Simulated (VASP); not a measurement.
# SrCl2 (Fm-3m) in VASP: single point with PBE

Aim: the single point of SrCl2 with PBE.

Program: VASP 6.6.1. These are calculated values, not measurements. Logs are shortened: lines on timing, memory, paths and dates and some standing lists are left out, and cuts for length are marked.

## Step 1: The crystal as given

The structure is cubic, space group Fm-3m (No. 225). Conventional cell: a = 6.971 Å, b = 6.971 Å, c = 6.971 Å, α = 90.00°, β = 90.00°, γ = 90.00°. Sr (site symmetry m-3m) is surrounded by 8 Cl at 3.02 Å. Cl (site symmetry -43m) has 4 Sr at 3.02 Å as nearest neighbours.

## Step 2: Single point, PBE

File INCAR:

```
ALGO = Normal ; EDIFF = 1E-6
ENCUT = 520 ; GGA = PE
ISIF = 2 ; ISMEAR = 0
LASPH = True ; LCHARG = False
LREAL = False ; LWAVE = False
NBANDS = 19 ; NELM = 100
PREC = Accurate ; SIGMA = 0.1
```

File KPOINTS:

```
k-points
0
Gamma
  4 4 4
```

File POSCAR:

```
SrCl2
1.0
    0.0000000000      3.4855000000      3.4855000000
    3.4855000000      0.0000000000      3.4855000000
    3.4855000000      3.4855000000      0.0000000000
Sr Cl
1 2
Direct
    0.0000000000      0.0000000000      0.0000000000
    0.2500000000      0.2500000000      0.2500000000
    0.7500000000      0.7500000000      0.7500000000
```

Potentials or basis: VASP PAW PBE potentials, release 64 (Sr_sv, Cl).

Command:

```
$ cat potpaw_PBE.64/Sr_sv/POTCAR potpaw_PBE.64/Cl/POTCAR > POTCAR
$ mpirun -np 1 vasp_std > vasp.out
```

OUTCAR:

```text
EDIFF = 1E-6
   ENCUT = 520
   GGA = PE
   ISIF = 2
   ISMEAR = 0
   LASPH = True
   LREAL = False
   NELM = 100
   PREC = Accurate

 ion  position               nearest neighbor table
   1  0.000  0.000  0.000-   3 3.02   3 3.02   3 3.02   2 3.02   3 3.02   2 3.02   2 3.02   2 3.02

   2  0.250  0.250  0.250-   1 3.02   1 3.02   1 3.02   1 3.02
   3  0.750  0.750  0.750-   1 3.02   1 3.02   1 3.02   1 3.02

  LATTYP: Found a face centered cubic cell.
 ALAT       =     6.9710000000

  Lattice vectors:

 A1 = (   0.0000000000,   3.4855000000,   3.4855000000)
 A2 = (   3.4855000000,   0.0000000000,   3.4855000000)
 A3 = (   3.4855000000,   3.4855000000,   0.0000000000)

Analysis of symmetry for initial positions (statically):
=====================================================================
 Subroutine PRICEL returns:
 Original cell was already a primitive cell.

 Routine SETGRP: Setting up the symmetry group for a
 face centered cubic supercell.

 Subroutine GETGRP returns: Found 48 space group operations
 (whereof 48 operations were pure point group operations)
 out of a pool of 48 trial point group operations.

The static configuration has the point symmetry O_h .

Analysis of symmetry for dynamics (positions and initial velocities):
=====================================================================
 Subroutine PRICEL returns:
 Original cell was already a primitive cell.

 Routine SETGRP: Setting up the symmetry group for a
 face centered cubic supercell.

 Subroutine GETGRP returns: Found 48 space group operations
 (whereof 48 operations were pure point group operations)
 out of a pool of 48 trial point group operations.

The dynamic configuration has the point symmetry O_h .

 Subroutine INISYM returns: Found 48 space group operations
 (whereof 48 operations are pure point group operations),
 and found     1 'primitive' translations

----------------------------------------------------------------------------------------

                                     Primitive cell

  volume of cell :      84.6887

  direct lattice vectors                    reciprocal lattice vectors
     0.000000000  3.485500000  3.485500000    -0.143451442  0.143451442  0.143451442
     3.485500000  0.000000000  3.485500000     0.143451442 -0.143451442  0.143451442
     3.485500000  3.485500000  0.000000000     0.143451442  0.143451442 -0.143451442

  length of vectors
     4.929241372  4.929241372  4.929241372     0.248465185  0.248465185  0.248465185

  position of ions in fractional coordinates (direct lattice)
     0.000000000  0.000000000  0.000000000
     0.250000000  0.250000000  0.250000000
     0.750000000  0.750000000  0.750000000

  ion indices of the primitive-cell ions
   primitive index   ion index
                 1           1
                 2           2
                 3           3

----------------------------------------------------------------------------------------

 KPOINTS: k-points

Automatic generation of k-mesh.
 Grid dimensions read from file:
 generate k-points for:    4    4    4

 Generating k-lattice:

  Cartesian coordinates                     Fractional coordinates (reciprocal lattice)
    -0.035862860  0.035862860  0.035862860     0.250000000  0.000000000  0.000000000
     0.035862860 -0.035862860  0.035862860     0.000000000  0.250000000  0.000000000
     0.035862860  0.035862860 -0.035862860     0.000000000  0.000000000  0.250000000

  Length of vectors
     0.062116296  0.062116296  0.062116296

  Shift w.r.t. Gamma in fractional coordinates (k-lattice)
     0.000000000  0.000000000  0.000000000

 Subroutine IBZKPT returns following result:
 ===========================================

 Found      8 irreducible k-points:

 Following reciprocal coordinates:
            Coordinates               Weight
  0.000000  0.000000  0.000000      1.000000
  0.250000  0.000000  0.000000      8.000000
  0.500000  0.000000  0.000000      4.000000
  0.250000  0.250000  0.000000      6.000000
  0.500000  0.250000  0.000000     24.000000
 -0.250000  0.250000  0.000000     12.000000
  0.500000  0.500000  0.000000      3.000000
 -0.250000  0.500000  0.250000      6.000000
   k-points           NKPTS =      8   k-points in BZ     NKDIM =      8   number of bands    NBANDS=     19
   number of dos      NEDOS =    301   number of ions     NIONS =      3
   total plane-waves  NPLWV =  64000
   dimension x,y,z NGX =    40 NGY =   40 NGZ =   40
   dimension x,y,z NGXF=    80 NGYF=   80 NGZF=   80
   ions per type =               1   2
   NGX,Y,Z   is equivalent  to a cutoff of  13.49, 13.49, 13.49 a.u.
   NGXF,Y,Z  is equivalent  to a cutoff of  26.98, 26.98, 26.98 a.u.
 SYSTEM =  unknown system
   PREC   = accura    normal or accurate (medium, high low for compatibility)
   ISTART =      0    job   : 0-new  1-cont  2-samecut
   ICHARG =      2    charge: 1-file 2-atom 10-const
   ISPIN  =      1    spin polarized calculation?
   LNONCOLLINEAR =      F non collinear calculations
   LSORBIT =      F    spin-orbit coupling
   LASPH  =      T    aspherical Exc in radial PAW
   ENCUT  =  520.0 eV  38.22 Ry    6.18 a.u.   9.17  9.17  9.17*2*pi/ulx,y,z
   NELM   =    100;   NELMIN=  2; NELMDL= -5     # of ELM steps
   EDIFF  = 0.1E-05   stopping-criterion for ELM
   LREAL  =      F    real-space projection
   EDIFFG = 0.1E-04   stopping-criterion for IOM
   NSW    =      0    number of steps for IOM
   IBRION =     -1    ionic relax: 0-MD 1-quasi-New 2-CG
   NFREE  =      0    steps in history (QN), initial steepest desc. (CG)
   ISIF   =      2    stress and relaxation
   ISYM   =      2    0-nonsym 1-usesym 2-fastsym
   POTIM  = 0.5000    time-step for ionic-motion
   TEBEG  =    0.0;   TEEND  =   0.0 temperature during run
   PSTRESS=    0.0 pullay stress
   NELECT =      24.0000    total number of electrons
   NUPDOWN=      -1.0000    fix difference up-down
   EMIN   =  10.00;   EMAX   =-10.00  energy-range for DOS
   EFERMI =   0.00;   METHOD = LEGACY
   ISMEAR =     0;   SIGMA  =   0.10  broadening in eV -4-tet -1-fermi 0-gaus
   EFERMI_NEDOS =   21; number of points for ismear=-14 and -15
   IALGO  =     38    algorithm
   IMIX   =      4    mixing-type and parameters
     AMIX     =   0.40;   BMIX     =  1.00
     AMIX_MAG =   1.60;   BMIX_MAG =  1.00
  volume/ion in A,a.u.               =      28.23       190.50
  Fermi-wavevector in a.u.,A,eV,Ry     =   1.075318  2.032056 15.732530  1.156308
  Thomas-Fermi vector in A             =   2.211171
   LORBIT       =      0    0 simple, 1 ext, 2 COOP (PROOUT), +10 PAW based schemes
   GGA     = PE    functional components
   LHFCALC =     F    Hartree Fock is set to
   AEXX    =    0.0000 exact exchange contribution
   IVDW    =     0    specifies the selected vdW correction
   LEPSILON=     F    determine dielectric tensor
   LRPA    =     F    only Hartree local field effects (RPA)
 non-spin polarized calculation
 Gauss-broadening in eV      SIGMA  =   0.10
  energy-cutoff  :      520.00
  volume of cell :       84.69
 maximum number of plane-waves:      2284
 NGX is ok and might be reduce to    40
   NGX = 19   NGY = 19   NGZ = 19

 number of electron      24.0000003 magnetization

 Free energy of the ion-electron system (eV)
  ---------------------------------------------------
  ext. energy  EPLUGINS =         0.00000000
  ---------------------------------------------------
  free energy    TOTEN  =       -12.78071838 eV

  energy without entropy =      -12.78071838  energy(sigma->0) =      -12.78071838

 E-fermi :   0.7167     XC(G=0):  -8.2934

 val. band max:        0.1687652755   @ k =   0.5000   0.5000   0.0000
 cond. band min:       5.5164629087   @ k =   0.0000   0.0000   0.0000
 fundamental gap:      5.3476976332
 Fermi energy:         0.7166979256

 k-point     1 :       0.0000    0.0000    0.0000
  band No.  band energies     occupation
      1     -32.7102      2.00000
      2     -14.7029      2.00000
      3     -14.7029      2.00000
      4     -14.7029      2.00000
      5     -13.1442      2.00000
      6     -12.2892      2.00000
[... 11 lines left out ...]
     18       9.2084      0.00000
     19       9.4976      0.00000

 k-point     2 :       0.2500    0.0000    0.0000
  band No.  band energies     occupation
      1     -32.7086      2.00000
      2     -14.8675      2.00000
      3     -14.7099      2.00000
      4     -14.7099      2.00000
      5     -12.8651      2.00000
      6     -12.3890      2.00000
[... 11 lines left out ...]
     18       8.8061      0.00000
     19       9.7960      0.00000

 k-point     3 :       0.5000    0.0000    0.0000
  band No.  band energies     occupation
      1     -32.7069      2.00000
      2     -14.9909      2.00000
      3     -14.7168      2.00000
      4     -14.7168      2.00000
      5     -12.7436      2.00000
      6     -12.3596      2.00000
[... 11 lines left out ...]
     18       8.7998      0.00000
     19       8.9664      0.00000

 k-point     4 :       0.2500    0.2500    0.0000
  band No.  band energies     occupation
      1     -32.7080      2.00000
      2     -14.9050      2.00000
      3     -14.7196      2.00000
      4     -14.7196      2.00000
      5     -12.7440      2.00000
      6     -12.4471      2.00000
[... 11 lines left out ...]
     18       8.6467      0.00000
     19       9.2602      0.00000

 k-point     5 :       0.5000    0.2500    0.0000
  band No.  band energies     occupation
      1     -32.7064      2.00000
      2     -14.9690      2.00000
      3     -14.7948      2.00000
      4     -14.7265      2.00000
      5     -12.5785      2.00000
      6     -12.4436      2.00000
[... 11 lines left out ...]
     18       9.1008      0.00000
     19       9.8432      0.00000

 k-point     6 :      -0.2500    0.2500    0.0000
  band No.  band energies     occupation
      1     -32.7069      2.00000
      2     -14.9149      2.00000
      3     -14.8135      2.00000
      4     -14.7169      2.00000
      5     -12.6157      2.00000
      6     -12.4622      2.00000
[... 11 lines left out ...]
     18       8.7192      0.00000
     19      10.0785      0.00000

 k-point     7 :       0.5000    0.5000    0.0000
  band No.  band energies     occupation
      1     -32.7059      2.00000
      2     -15.0534      2.00000
      3     -14.7362      2.00000
      4     -14.7362      2.00000
      5     -12.5943      2.00000
      6     -12.3780      2.00000
[... 11 lines left out ...]
     18       8.8489      0.00000
     19      10.1090      0.00000

 k-point     8 :      -0.2500    0.5000    0.2500
  band No.  band energies     occupation
      1     -32.7059      2.00000
      2     -14.9042      2.00000
      3     -14.9042      2.00000
      4     -14.7365      2.00000
      5     -12.4769      2.00000
      6     -12.4769      2.00000
[... 11 lines left out ...]
     18       9.6754      0.00000
     19      10.8203      0.00000

------------------------ aborting loop because EDIFF is reached ----------------------------------------

  FORCE on cell =-STRESS in cart. coord.  units (eV):
  Direction    XX          YY          ZZ          XY          YZ          ZX
  --------------------------------------------------------------------------------------
  -------------------------------------------------------------------------------------
  Total        0.6191483      0.6191483      0.6191483      0.0000000     -0.0000000      0.0000000
  in kB       11.7133203     11.7133203     11.7133203      0.0000000     -0.0000000      0.0000000
  external PRESSURE =      11.7133203 kB  Pullay stress =       0.0000000 kB

 VOLUME and BASIS-vectors are now :
 -----------------------------------------------------------------------------
  energy-cutoff  :      520.00
  volume of cell :       84.69
      direct lattice vectors                 reciprocal lattice vectors
     0.000000000  3.485500000  3.485500000    -0.143451442  0.143451442  0.143451442
     3.485500000  0.000000000  3.485500000     0.143451442 -0.143451442  0.143451442
     3.485500000  3.485500000  0.000000000     0.143451442  0.143451442 -0.143451442

 POSITION                                       TOTAL-FORCE (eV/Angst)
 -----------------------------------------------------------------------------------
      0.00000      0.00000      0.00000        -0.000000     -0.000000      0.000000
      1.74275      1.74275      1.74275        -0.000000     -0.000000     -0.000000
      5.22825      5.22825      5.22825         0.000000      0.000000      0.000000
 -----------------------------------------------------------------------------------
    total drift:                               -0.000000     -0.000000      0.000000

  FREE ENERGIE OF THE ION-ELECTRON SYSTEM (eV)
  ---------------------------------------------------
  free  energy   TOTEN  =       -12.7807183849 eV

  energy  without entropy=      -12.7807183849  energy(sigma->0) =      -12.78071838
```

Run time: 18 s. Hardware: 1 thread of Intel Xeon Platinum 8375C at 2.90GHz (Ice Lake), shared host; peak memory 0.23 GiB.

What came out:

- Free energy: -12.7807 eV
- Pressure: 1.2 GPa
- Band gap on the k mesh: 5.35 eV, indirect (least direct gap 5.50 eV)

A k mesh can miss the band edges.
